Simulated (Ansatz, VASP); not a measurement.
One calculation of Os, two programs

File INCAR:

```
PREC     = Accurate       # precision mode
ENCUT    = 520            # plane-wave cutoff, eV
EDIFF    = 1E-6           # SCF threshold, eV
ISMEAR   = -1             # smearing method
SIGMA    = 0.1            # smearing width, eV
LREAL    = F              # projectors in reciprocal space
LASPH    = T              # aspherical terms in the spheres
NELM     = 60             # most SCF steps
ALGO     = Normal         # electronic algorithm
ISIF     = 2              # what is computed and relaxed
LWAVE    = F              # write WAVECAR
LCHARG   = F              # write CHGCAR
GGA      = RP             # functional
NBANDS   = 10             # bands
```

Contents of KPOINTS:

```
regular mesh
0
Gamma
  16 16 16
```

The input POSCAR:

```
Os
1.0
    0.0000000000      1.9608113770      1.9608113770
    1.9608113770      0.0000000000      1.9608113770
    1.9608113770      1.9608113770      0.0000000000
Os
1
Direct
    0.0000000000      0.0000000000      0.0000000000
```

Input for Ansatz:

```yaml
crystal:
  lattice:
    - [0.0, 1.960811377, 1.960811377]
    - [1.960811377, 0.0, 1.960811377]
    - [1.960811377, 1.960811377, 0.0]
  atoms:
    - { symbol: Os, position: [0.0, 0.0, 0.0] }
hamiltonian:
  xc: rpbe
  pseudopotentials:
    kind: paw
    azcp:
      Os: "pseudopotentials/Os.paw.azcp"
basis:
  ecutwfc: 420
  fft_grid_basis: typed
kpoints:
  mp_grid: { grid: [16, 16, 16], shift: [0, 0, 0] }
magnetization:
  spin_polarized: false
scf:
  occupations: { method: fermi_dirac, width: 0.1 }
  lower_state_search: "off"
output:
  stress: true
  write_density: true
  write_potential: true
  elf: true
  volumetric_format: npy
```

Alike in both runs: task single point; functional RPBE; k mesh 16 × 16 × 16; occupations fermi-dirac, width 0.1 eV; no spin polarisation.

|  | VASP | Ansatz |
| --- | --- | --- |
| version | VASP 6.6.1 | Ansatz 0.2.0 |
| potentials or method | VASP PAW PBE potentials, release 64 (Os) | plane waves (420 eV) with PAW, scalar-relativistic |
| plane-wave cutoff (eV) | 520 | 420 |
| valence electrons in the cell | 8 | 16 |

Ansatz gave:

| Quantity | Value |
| --- | --- |
| pressure (GPa) | -13.5 |

Question: What did VASP give for the same quantities?

Answer: Pressure (GPa): -14.1.

The two sets of potentials don't hold the same shells in valence.

Caveats: the PAW data sets were made with another functional, which shifts forces and pressure a little (VASP). The runs have no spin-orbit coupling, so splittings on Os are missing.
